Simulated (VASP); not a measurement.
# Au (Fm-3m) in VASP: notebook, part 2 of 2

VASP 6.6.1. Earlier steps stand in the parts before.

### Step 5. Relaxation of cell and atoms, PBEsol

This run uses another cell than the first one, of 17.00 Å³/atom, 1.009 times its volume.

The input, INCAR:

```
SYSTEM = Au
  PREC = Accurate
  ENCUT = 600
  EDIFF = 1E-7
  ISMEAR = 1
  SIGMA = 0.1
  LREAL = .False.
  LASPH = .True.
  NELM = 80
  ALGO = Normal
  ISIF = 3
  LWAVE = .False.
  LCHARG = .False.
  GGA = PS
  IBRION = 2
  NSW = 90
  EDIFFG = -0.005
  KPAR = 2
```

The input, KPOINTS:

```
regular mesh
0
Gamma
  16 16 16
  0 0 0
```

The input, POSCAR:

```
Au                                      
1.0
   -0.0000000000      2.0408538052      2.0408538052
    2.0408538052     -0.0000000000      2.0408538052
    2.0408538052      2.0408538052     -0.0000000000
  Au            
     1
Direct
     0.0000000000000000    0.0000000000000000    0.0000000000000000
```

Potentials or basis: VASP PAW PBE potentials, release 64 (Au).

Launch:

```
cat potpaw_PBE.64/Au/POTCAR > POTCAR
mpirun -np 2 vasp_std > vasp.out
```

OUTCAR:

```text
SYSTEM = Au
   PREC = Accurate
   ENCUT = 600
   EDIFF = 1E-7
   ISMEAR = 1
   LREAL = .False.
   LASPH = .True.
   NELM = 80
   ISIF = 3
   GGA = PS
   IBRION = 2
   NSW = 90
   EDIFFG = -0.005

 ion  position               nearest neighbor table
   1  0.000  0.000  0.000-

  LATTYP: Found a face centered cubic cell.
 ALAT       =     4.0817076104

  Lattice vectors:

 A1 = (   0.0000000000,   2.0408538052,   2.0408538052)
 A2 = (   2.0408538052,   0.0000000000,   2.0408538052)
 A3 = (   2.0408538052,   2.0408538052,   0.0000000000)

Analysis of symmetry for initial positions (statically):
=====================================================================
 Subroutine PRICEL returns:
 Original cell was already a primitive cell.

 Routine SETGRP: Setting up the symmetry group for a
 face centered cubic supercell.

 Subroutine GETGRP returns: Found 48 space group operations
 (whereof 48 operations were pure point group operations)
 out of a pool of 48 trial point group operations.

The static configuration has the point symmetry O_h .

Analysis of symmetry for dynamics (positions and initial velocities):
=====================================================================
 Subroutine PRICEL returns:
 Original cell was already a primitive cell.

 Routine SETGRP: Setting up the symmetry group for a
 face centered cubic supercell.

 Subroutine GETGRP returns: Found 48 space group operations
 (whereof 48 operations were pure point group operations)
 out of a pool of 48 trial point group operations.

The dynamic configuration has the point symmetry O_h .

 Subroutine INISYM returns: Found 48 space group operations
 (whereof 48 operations are pure point group operations),
 and found     1 'primitive' translations

----------------------------------------------------------------------------------------

                                     Primitive cell

  volume of cell :      17.0007

  direct lattice vectors                    reciprocal lattice vectors
     0.000000000  2.040853805  2.040853805    -0.244995501  0.244995501  0.244995501
     2.040853805  0.000000000  2.040853805     0.244995501 -0.244995501  0.244995501
     2.040853805  2.040853805  0.000000000     0.244995501  0.244995501 -0.244995501

  length of vectors
     2.886203130  2.886203130  2.886203130     0.424344655  0.424344655  0.424344655

  position of ions in fractional coordinates (direct lattice)
     0.000000000  0.000000000  0.000000000

  ion indices of the primitive-cell ions
   primitive index   ion index
                 1           1

----------------------------------------------------------------------------------------

 KPOINTS: regular mesh

Automatic generation of k-mesh.
 Grid dimensions read from file:
 generate k-points for:   16   16   16

 Generating k-lattice:

  Cartesian coordinates                     Fractional coordinates (reciprocal lattice)
    -0.015312219  0.015312219  0.015312219     0.062500000  0.000000000  0.000000000
     0.015312219 -0.015312219  0.015312219     0.000000000  0.062500000  0.000000000
     0.015312219  0.015312219 -0.015312219     0.000000000  0.000000000  0.062500000

  Length of vectors
     0.026521541  0.026521541  0.026521541

  Shift w.r.t. Gamma in fractional coordinates (k-lattice)
     0.000000000  0.000000000  0.000000000

 Subroutine IBZKPT returns following result:
 ===========================================

 Found    145 irreducible k-points:

 Following reciprocal coordinates:
            Coordinates               Weight
  0.000000  0.000000  0.000000      1.000000
  0.062500  0.000000  0.000000      8.000000
  0.125000  0.000000  0.000000      8.000000
  0.187500  0.000000  0.000000      8.000000
  0.250000  0.000000  0.000000      8.000000
  0.312500  0.000000  0.000000      8.000000
[... 16 lines left out ...]
 -0.125000  0.062500  0.000000     24.000000
 -0.062500  0.062500  0.000000     12.000000
 [... further k-points ...]
   k-points           NKPTS =    145   k-points in BZ     NKDIM =    145   number of bands    NBANDS=      9
   number of dos      NEDOS =    301   number of ions     NIONS =      1
   total plane-waves  NPLWV =  13824
   dimension x,y,z NGX =    24 NGY =   24 NGZ =   24
   dimension x,y,z NGXF=    48 NGYF=   48 NGZF=   48
   ions per type =               1
   NGX,Y,Z   is equivalent  to a cutoff of  13.82, 13.82, 13.82 a.u.
   NGXF,Y,Z  is equivalent  to a cutoff of  27.65, 27.65, 27.65 a.u.
 SYSTEM =  Au
   PREC   = accura    normal or accurate (medium, high low for compatibility)
   ISTART =      0    job   : 0-new  1-cont  2-samecut
   ICHARG =      2    charge: 1-file 2-atom 10-const
   ISPIN  =      1    spin polarized calculation?
   LNONCOLLINEAR =      F non collinear calculations
   LSORBIT =      F    spin-orbit coupling
   LASPH  =      T    aspherical Exc in radial PAW
   ENCUT  =  600.0 eV  44.10 Ry    6.64 a.u.   5.76  5.76  5.76*2*pi/ulx,y,z
   NELM   =     80;   NELMIN=  2; NELMDL= -5     # of ELM steps
   EDIFF  = 0.1E-06   stopping-criterion for ELM
   LREAL  =      F    real-space projection
   EDIFFG = -.5E-02   stopping-criterion for IOM
   NSW    =     90    number of steps for IOM
   IBRION =      2    ionic relax: 0-MD 1-quasi-New 2-CG
   NFREE  =      1    steps in history (QN), initial steepest desc. (CG)
   ISIF   =      3    stress and relaxation
   ISYM   =      2    0-nonsym 1-usesym 2-fastsym
   POTIM  = 0.5000    time-step for ionic-motion
   TEBEG  =    0.0;   TEEND  =   0.0 temperature during run
   PSTRESS=    0.0 pullay stress
   NELECT =      11.0000    total number of electrons
   NUPDOWN=      -1.0000    fix difference up-down
   EMIN   =  10.00;   EMAX   =-10.00  energy-range for DOS
   EFERMI =   0.00;   METHOD = LEGACY
   ISMEAR =     1;   SIGMA  =   0.10  broadening in eV -4-tet -1-fermi 0-gaus
   EFERMI_NEDOS =   21; number of points for ismear=-14 and -15
   IALGO  =     38    algorithm
   IMIX   =      4    mixing-type and parameters
     AMIX     =   0.40;   BMIX     =  1.00
     AMIX_MAG =   1.60;   BMIX_MAG =  1.00
  volume/ion in A,a.u.               =      17.00       114.73
  Fermi-wavevector in a.u.,A,eV,Ry     =   1.415958  2.675773 27.278841  2.004938
  Thomas-Fermi vector in A             =   2.537343
   LORBIT       =      0    0 simple, 1 ext, 2 COOP (PROOUT), +10 PAW based schemes
   GGA     = PS    functional components
   LHFCALC =     F    Hartree Fock is set to
   AEXX    =    0.0000 exact exchange contribution
   IVDW    =     0    specifies the selected vdW correction
   LEPSILON=     F    determine dielectric tensor
   LRPA    =     F    only Hartree local field effects (RPA)
 conjugate gradient relaxation of ions
 non-spin polarized calculation
 Methfessel and Paxton  Order N= 1 SIGMA  =   0.10
  energy-cutoff  :      600.00
  volume of cell :       17.00
 maximum number of plane-waves:       588
   NGX = 11   NGY = 11   NGZ = 11

 number of electron      11.0000000 magnetization

 Free energy of the ion-electron system (eV)
  ---------------------------------------------------
  ext. energy  EPLUGINS =         0.00000000
  ---------------------------------------------------
  free energy    TOTEN  =        -3.92364033 eV

  energy without entropy =       -3.92352122  energy(sigma->0) =       -3.92360062

 E-fermi :   9.2818     XC(G=0): -12.8989

 val. band max:        9.1821827562   @ k =   0.5000   0.2500   0.1250
 cond. band min:       9.2984977062   @ k =   0.5000   0.3125   0.1250
 fundamental gap:      0.1163149500
 Fermi energy:         9.2818131954

 k-point     1 :       0.0000    0.0000    0.0000
  band No.  band energies     occupation
      1      -0.6279      2.00000
      2       4.6267      2.00000
      3       4.6267      2.00000
      4       4.6267      2.00000
      5       6.1635      2.00000
      6       6.1635      2.00000
      7      23.8148      0.00000
      8      27.8237      0.00000
      9      27.8237      0.00000
[... 265 lines left out ...]
 k-point    24 :      -0.0625    0.0625    0.0000
  band No.  band energies     occupation
      1      -0.2673      2.00000
      2       4.4935      2.00000
      3       4.7397      2.00000
      4       4.7745      2.00000
      5       6.0369      2.00000
      6       6.1888      2.00000
      7      24.2188      0.00000
      8      26.1008      0.00000
      9      27.6054      0.00000

 [... further k-points ...]

------------------------ aborting loop because EDIFF is reached ----------------------------------------

  FORCE on cell =-STRESS in cart. coord.  units (eV):
  Direction    XX          YY          ZZ          XY          YZ          ZX
  --------------------------------------------------------------------------------------
  -------------------------------------------------------------------------------------
  Total        0.0005119      0.0005119      0.0005119     -0.0000000      0.0000000      0.0000000
  in kB        0.0482435      0.0482435      0.0482435     -0.0000000      0.0000000      0.0000000
  external PRESSURE =       0.0482435 kB  Pullay stress =       0.0000000 kB

 VOLUME and BASIS-vectors are now :
 -----------------------------------------------------------------------------
  energy-cutoff  :      600.00
  volume of cell :       17.00
      direct lattice vectors                 reciprocal lattice vectors
     0.000000000  2.040853805  2.040853805    -0.244995501  0.244995501  0.244995501
     2.040853805  0.000000000  2.040853805     0.244995501 -0.244995501  0.244995501
     2.040853805  2.040853805  0.000000000     0.244995501  0.244995501 -0.244995501

 POSITION                                       TOTAL-FORCE (eV/Angst)
 -----------------------------------------------------------------------------------
      0.00000      0.00000      0.00000        -0.000000      0.000000     -0.000000
 -----------------------------------------------------------------------------------
    total drift:                               -0.000000     -0.000000     -0.000000

  FREE ENERGIE OF THE ION-ELECTRON SYSTEM (eV)
  ---------------------------------------------------
  free  energy   TOTEN  =        -3.9236403254 eV

  energy  without entropy=       -3.9235212204  energy(sigma->0) =       -3.92360062

 reached required accuracy - stopping structural energy minimisation
```

It took 4 s on 2 MPI ranks of Intel Xeon 6975P-C (Granite Rapids), shared host; peak memory 0.15 GiB.

What came out:

- Free energy: -3.9236 eV
- Pressure after relaxing: 0.0 GPa
- Band gap on the k mesh: none (metal or under the smearing width)

Final structure:
```xyz
1
Lattice="0.0000 2.0409 2.0409 2.0409 0.0000 2.0409 2.0409 2.0409 0.0000" Properties=species:S:1:pos:R:3 pbc="T T T"
Au    0.0000    0.0000    0.0000
```

Caveat: the relaxation stopped at its first step, so nothing moved; the PAW data sets were made with another functional, which shifts forces and pressure a little.
